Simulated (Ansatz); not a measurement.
# HfO2 (P4_2/mnm) in Ansatz: reference runs

Aim: a first look at HfO2 with PBE, on the cell as given and on a disturbed one.

Program: Ansatz 0.2.0. These are calculated values, not measurements. Logs are shortened: lines on timing, memory, paths and dates and some standing lists are left out, and cuts for length are marked.

### Step 1. The structure

Symmetry: P4_2/mnm, No. 136, tetragonal system. The conventional cell has a = 4.814 Å, b = 4.814 Å, c = 3.205 Å, α = 90.00°, β = 90.00°, γ = 90.00°. Hf (site symmetry mmm) is surrounded by 6 O at 2.08 Å. O (site symmetry m2m) has 3 Hf at 2.08 Å as nearest neighbours.

Measurements of this composition are mostly on another form, of space group No. 14.

### Step 2. Single point, PBE

File input.yaml:

```yaml
crystal:
  lattice:
    - [4.81353299, 0.0, 0.0]
    - [0.0, 4.81353299, 0.0]
    - [0.0, 0.0, 3.20541541]
  atoms:
    - { symbol: Hf, position: [0.5, 0.5, 0.5] }
    - { symbol: Hf, position: [0.0, 0.0, 0.0] }
    - { symbol: O, position: [0.80504488, 0.19495512, 0.5] }
    - { symbol: O, position: [0.69495512, 0.69495512, 0.0] }
    - { symbol: O, position: [0.30504488, 0.30504488, 0.0] }
    - { symbol: O, position: [0.19495512, 0.80504488, 0.5] }
hamiltonian:
  xc: pbe
  pseudopotentials: { kind: paw }
kpoints:
  mp_grid: { grid: [6, 6, 8] }
scf:
  occupations: { method: fermi_dirac, width: 0.05 }
output:
  forces: true
  stress: true
  eigenvalues: true
```

Potentials or basis: Ansatz PAW.

The run is started by

```sh
$ ansatz run input.yaml --threads 2 --pin off --max-ram 5120MiB --backend cpu --events-out ev --progress --plain --runs-dir out
```

The program printed:

```text
Warning: RAYON_NUM_THREADS=2 ignored (pool sized by the plan → 2); use --threads N
Engine: ansatz 0.2.0, aarch64-unknown-linux-gnu
Pseudopotentials: kind: paw
Pseudopotential: Hf, paw, valence charge 26, recommended cutoff 420 eV (normal), Hf.paw.azcp
Pseudopotential: O, paw, valence charge 6, recommended cutoff 420 eV (normal), O.paw.azcp
Functional definition: PBE
  parameter kappa = 0.804
  parameter beta = 0.06672455060314922
  exchange = pbe_x(kappa = kappa, mu = beta*pi^2/3)
  correlation = pbe_c(beta = beta)
Crystal: 6 atoms, lattice volume = 74.270 Å³
Basis set: ecut = 420 eV, 1439 PW (Γ), exchange–correlation on 72×72×48 points (8 copies of the dense FFT grid, shifted against one another)
Bands: 46, of which v1, the nominal top of the filled ones, is band 38 counted from 1 (37 counted from 0)
Symmetry: 16 space group operations
Space group: P42/mnm (ITA 136), of the structure as read, at distance tolerance 4.2e-5 Å
k-points: 50 of 288
Non-local potential: Hf, projectors of the file, l = 0: 3, l = 1: 2, l = 2: 2, l = 3: 3
Non-local potential: O, projectors of the file, l = 0: 2, l = 1: 2, l = 2: 1
PAW form: soft (Blöchl's): semilocal exchange-correlation on the pseudo side does not see the compensation charge
PAW one-centre angular grid: Hf, 590 points (default); XC on 64 Gauss nodes
PAW one-centre angular grid: O, 110 points (default); XC on 64 Gauss nodes
Initial density: superposition of atomic densities (neutral atoms: chi_scale 0, normalization atom), corrected by the library's trained network
Initial wavefunctions: pseudopotential atomic-orbital guess
Functional: x = pbe(κ = 0.804, μ = 0.2195149727645171), c = pbe(β = 0.06672455060314922)
SCF iter   1: F=—  HF=-33723.133243 eV  |F-HF|=—  |Δ(HF+E_count)|=         —  Δρ=2.86e-3  dr2=4.92e-3  ethr=1.77e-3  ⟨swp⟩=5.6  Hψ=7523  notcnv=0  defer=9
preconditioner: auto → Resta (q_TF=auto, 2.739 Å⁻¹)  ε∞=5.1  [insulator: Δε(μ)=4.065 eV  Ē_g=18.016 eV  σ=0.050 eV  W_gap=1.00  n_scr=30 (ndim 8)  ℏωp=36.6 eV  f_vac=0.089  D(μ)=0.00/eV (n_scr^D=0)  ε∞_Penn≈5.1]
SCF iter   2: F=—  HF=-33723.133465 eV  |F-HF|=—  |Δ(HF+E_count)|=   2.21e-4  Δρ=1.48e-3  dr2=1.20e-3  ethr=6.47e-6  ⟨swp⟩=2.1  Hψ=4204  notcnv=0  defer=13
SCF iter   3: F=—  HF=-33723.133592 eV  |F-HF|=—  |Δ(HF+E_count)|=   1.28e-4  Δρ=5.97e-4  dr2=2.79e-4  ethr=1.58e-6  ⟨swp⟩=2.0  Hψ=2846  notcnv=0  defer=4
automatic band count: iteration 3 solves 45 bands in place of 46: the levels show a gap, and the empty bands left out lie too high to hold charge; the band table lists the bands solved (type scf.n_extra_bands for more)
SCF iter   4: F=—  HF=-33723.133608 eV  |F-HF|=—  |Δ(HF+E_count)|=   1.61e-5  Δρ=1.48e-4  dr2=1.18e-5  ethr=3.67e-7  ⟨swp⟩=2.0  Hψ=3825  notcnv=0  defer=4
SCF iter   5: F=—  HF=-33723.133544 eV  |F-HF|=—  |Δ(HF+E_count)|=   6.39e-5  Δρ=7.17e-5  dr2=2.73e-6  ethr=1.56e-8  ⟨swp⟩=2.0  Hψ=3939  notcnv=0  defer=4
SCF iter   6: F=—  HF=-33723.133545 eV  |F-HF|=—  |Δ(HF+E_count)|=   2.69e-7  Δρ=2.09e-5  dr2=2.53e-7  ethr=3.59e-9  ⟨swp⟩=2.0  Hψ=3977  notcnv=0  defer=4
SCF iter   7: F=-33723.133545 eV  HF=-33723.133545 eV  |F-HF|=1.38e-8  |Δ(HF+E_count)|=   2.32e-7  Δρ=5.62e-6  dr2=1.58e-8  ethr=1.32e-10  ⟨swp⟩=7.3  Hψ=9414  notcnv=0
SCF 1 converged in 7 iterations: F = -33723.133545 eV  dr2 = 1.58e-8
SCF converged after 7 iterations
Free energy (F): -33723.133545 eV
Harris-Foulkes:  -33723.133545 eV  (|F-HF|=1.38e-8)
Internal energy: -33723.133545 eV  (E = F + TS)
E sigma→0 (E₀):  -33723.133545 eV
Fermi energy:    14.697708 eV
--- Per-component energies (eV) ---
  E_band       = -102.060639
  E_kinetic    = 1545.978619
  E_local      = -12942.171810  (includes V_loc(G=0)·N_el)
  E_nonlocal   = -2292.810622
  E_hartree    = 5896.488752
  E_xc         = -895.704958
  E_vxc        = -909.553000  (∫ρ·V_xc dr)
  E_paw        = -14488.634390  (= ΣΔE_a)
  E_vpaw       = 2703.508755  (= ΣTr[D̂ρ^β])
  E_aug_tail   = 0.010058  (compensation charges beyond the density's cutoff)
  E_ewald      = -10546.289195
  E_smearing   = -0.000000  (= −TS)
  E_closure    = 0.000000  (closes the sum)
  Σ components = -33723.133545   (vs F -33723.133545, Δ=0.00e0)
--- Forces (eV/Å), atoms counted from 1 ---
  atom   1  Hf     0.00000000     0.00000000     0.00000000
  atom   2  Hf     0.00000000    -0.00000000     0.00000000
  atom   3  O     -0.05657526     0.05657526     0.00000000
  atom   4  O      0.05657526     0.05657526     0.00000000
  atom   5  O     -0.05657526    -0.05657526     0.00000000
  atom   6  O      0.05657526    -0.05657526     0.00000000
  max |Σ_I F_I| component: 2.78e-17 eV/Å
--- Stress (GPa, compression-positive) ---
        8.147507       0.000000       0.000000
        0.000000       8.147507       0.000000
        0.000000       0.000000       9.329550
  P = ⅓ Tr σ = 8.5415 GPa (85.415 kbar)
--- Band table (eV; the first three rows and the last of 50) ---
  k-point 0: bands = ["-47.6234", "-47.6131", "-16.6270", "-16.6270", "-16.3226", "-16.3226", "-16.2011", "-16.1379", "-5.0126", "-4.2280", "-3.0945", "-3.0945", "2.5056", "2.5056", "2.5137", "2.5493", "2.5493", "2.5499", "2.5557", "2.5557", "2.5791", "2.5862", "2.6041", "2.6083", "2.6959", "2.6959", "7.1506", "7.6333", "8.3145", "9.1195", "9.1195", "10.8758", "10.8758", "11.1085", "12.0294", "12.2825", "12.2825", "12.6654", "16.7053", "16.8750", "17.9823", "18.3481", "18.3481", "19.0505", "20.6597"]
  k-point 1: bands = ["-47.6199", "-47.6104", "-16.6000", "-16.6000", "-16.3206", "-16.3206", "-16.2979", "-16.2420", "-4.8251", "-4.0923", "-3.2028", "-3.2028", "2.5105", "2.5105", "2.5193", "2.5502", "2.5516", "2.5516", "2.5564", "2.5564", "2.5762", "2.5820", "2.5982", "2.6017", "2.6812", "2.6812", "7.4113", "7.8300", "8.4777", "9.1065", "9.1065", "10.6584", "11.0576", "11.0576", "11.4798", "12.0876", "12.0876", "12.5622", "17.0255", "17.3565", "17.8673", "18.2983", "18.2983", "19.4258", "20.4394"]
  k-point 2: bands = ["-47.6112", "-47.6039", "-16.5301", "-16.5301", "-16.5221", "-16.4833", "-16.3195", "-16.3195", "-4.3636", "-3.7868", "-3.4597", "-3.4597", "2.5235", "2.5235", "2.5387", "2.5466", "2.5540", "2.5540", "2.5612", "2.5612", "2.5693", "2.5724", "2.5760", "2.6056", "2.6477", "2.6477", "8.0936", "8.3015", "8.9519", "9.1704", "9.1704", "9.7451", "10.4469", "11.3438", "11.3438", "11.6335", "11.6335", "12.1907", "17.6558", "17.7166", "18.2312", "18.3873", "18.3873", "19.8549", "20.4320"]
  k-point 49: bands = ["-47.5968", "-47.5968", "-16.8099", "-16.8099", "-16.3923", "-16.3923", "-16.3629", "-16.3629", "-3.8705", "-3.8705", "-3.4642", "-3.4642", "2.5437", "2.5437", "2.5547", "2.5547", "2.5558", "2.5558", "2.5616", "2.5616", "2.5620", "2.5620", "2.5999", "2.5999", "2.6108", "2.6108", "8.5935", "8.5935", "8.6631", "8.6631", "9.5961", "9.5961", "10.6907", "10.6907", "11.5984", "11.5984", "12.2048", "12.2048", "17.8789", "17.8789", "18.6087", "18.6087", "19.1972", "19.1972", "22.1007"]
```

It took 4.3 s on 2 threads of Arm Neoverse V2, shared host; peak memory 0.42 GiB.

Results:

```
Free energy            : -33723.1335 eV
Pressure               : 8.5 GPa
Largest force          : 0.080 eV/Å
Band gap on the k mesh : 4.04 eV, direct
```

Forces on the atoms (eV/Å):
```
Hf   0.000  0.000  0.000
Hf   0.000  0.000  0.000
O   -0.057  0.057  0.000
O    0.057  0.057  0.000
O   -0.057 -0.057  0.000
O    0.057 -0.057  0.000
```

Caveat: the pressure holds a Pulay correction of +0.7 GPa for the finite cutoff; spin-orbit coupling is left out, which moves the levels of the heavy elements. A k mesh can miss the band edges.

### Step 3. Single point, PBE (atoms moved at random, drawn with an rms of 0.05 Å)

File input.yaml:

```yaml
crystal:
  lattice:
    - [4.81353299, 0.0, 0.0]
    - [0.0, 4.81353299, 0.0]
    - [0.0, 0.0, 3.20541541]
  atoms:
    - { symbol: Hf, position: [0.490651, 0.49807, 0.508858] }
    - { symbol: Hf, position: [0.00394, -0.002785, -0.013357] }
    - { symbol: O, position: [0.804935, 0.199421, 0.509941] }
    - { symbol: O, position: [0.687498, 0.690824, 0.001691] }
    - { symbol: O, position: [0.312842, 0.303869, 0.00825] }
    - { symbol: O, position: [0.192235, 0.800291, 0.512148] }
hamiltonian:
  xc: pbe
  pseudopotentials: { kind: paw }
kpoints:
  mp_grid: { grid: [6, 6, 8] }
scf:
  occupations: { method: fermi_dirac, width: 0.05 }
output:
  forces: true
  stress: true
  eigenvalues: true
```

Potentials or basis: Ansatz PAW.

The run is started by

```sh
$ ansatz run input.yaml --threads 2 --pin off --max-ram 5120MiB --backend cpu --events-out ev --progress --plain --runs-dir out
```

The program printed:

```text
Warning: RAYON_NUM_THREADS=2 ignored (pool sized by the plan → 2); use --threads N
[... 1 set-up line as earlier in the session ...]
[... 69 lines left out ...]
  k-point 1: bands = ["-47.7345", "-47.4595", "-16.6632", "-16.5850", "-16.3912", "-16.2965", "-16.2548", "-16.1392", "-4.8537", "-4.1399", "-3.2039", "-3.1450", "2.4143", "2.4201", "2.4234", "2.4374", "2.4493", "2.4610", "2.4641", "2.7118", "2.7164", "2.7243", "2.7495", "2.7664", "2.7730", "2.8055", "7.3986", "7.8156", "8.4630", "9.0395", "9.0823", "10.6681", "10.9812", "11.0890", "11.5012", "12.0366", "12.0985", "12.5987", "17.0588", "17.4568", "17.8751", "18.2231", "18.4219", "19.4116", "20.4284"]
  k-point 2: bands = ["-47.7269", "-47.4517", "-16.6282", "-16.5818", "-16.5356", "-16.3875", "-16.2726", "-16.2548", "-4.3999", "-3.8662", "-3.4336", "-3.3774", "2.4236", "2.4264", "2.4271", "2.4412", "2.4480", "2.4502", "2.4514", "2.7184", "2.7244", "2.7270", "2.7403", "2.7519", "2.7679", "2.7706", "8.0799", "8.2950", "8.8970", "9.0786", "9.2069", "9.7855", "10.4717", "11.2306", "11.3400", "11.5967", "11.7211", "12.2358", "17.6561", "17.7014", "18.2149", "18.3332", "18.5931", "19.8494", "20.3855"]
  k-point 147: bands = ["-47.7162", "-47.4406", "-16.9172", "-16.7177", "-16.4792", "-16.4677", "-16.2744", "-16.2379", "-3.9694", "-3.9356", "-3.4424", "-3.3110", "2.4156", "2.4273", "2.4283", "2.4328", "2.4371", "2.4695", "2.4827", "2.7142", "2.7190", "2.7208", "2.7304", "2.7315", "2.7711", "2.7834", "8.4800", "8.5460", "8.6849", "8.7651", "9.4858", "9.6891", "10.6478", "10.7731", "11.4750", "11.6492", "12.2364", "12.2434", "17.7080", "18.0253", "18.4160", "18.8234", "19.1856", "19.2298", "22.0174"]
```

It took 22 s on 2 threads of Arm Neoverse V2, shared host; peak memory 0.58 GiB.

Results:

```yaml
Free_energy: -33723.0252 eV
Pressure: 9.5 GPa
Largest_force: 1.278 eV/Å
Band_gap_on_the_k_mesh: 4.03 eV, direct
```

Forces on the atoms (eV/Å):
```
Hf   1.096  0.027 -0.140
Hf  -1.019  0.261  0.693
O    0.397 -0.370 -0.224
O    0.642  0.736  0.252
O   -0.951 -0.852 -0.050
O   -0.164  0.198 -0.531
```

Caveat: the pressure holds a Pulay correction of +0.7 GPa for the finite cutoff; spin-orbit coupling is left out, which moves the levels of the heavy elements. A k mesh can miss the band edges.
